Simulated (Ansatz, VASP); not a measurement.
In3Se: VASP beside Ansatz

```
In Se
1.0
     4.79044    0.00000    0.00000
     0.00000    4.79044    0.00000
     0.00000    0.00000    4.79044
In Se
3 1
Cartesian
  0.0000 2.3952 2.3952
  2.3952 0.0000 2.3952
  2.3952 2.3952 0.0000
  0.0000 0.0000 0.0000
```

Alike in both runs: functional PBE; k mesh 10 × 10 × 10; occupations gaussian, width 0.1 eV; no spin polarisation.

Ansatz relaxed the structure, and its values are those at the end. VASP's run is a single point on that final structure, the one shown.

```csv
,VASP,Ansatz
version,VASP 6.6.1,Ansatz 0.2.0
potentials or method,"VASP PAW PBE potentials, release 64 (In_d, Se)","scalar-relativistic, plane waves, PAW"
plane-wave cutoff (eV),520,420
valence electrons in the cell,45,55
```

Ansatz gave:

```
gap on the k mesh at the Fermi level (eV) : none
pressure (GPa)                            : 0.0
```

Question: Estimate VASP's values.

Answer: gap on the k mesh at the Fermi level (eV): none; pressure (GPa): -0.1.

A gap of «none» marks a metal or a gap that the smearing closes. The two sets of potentials don't hold the same shells in valence.
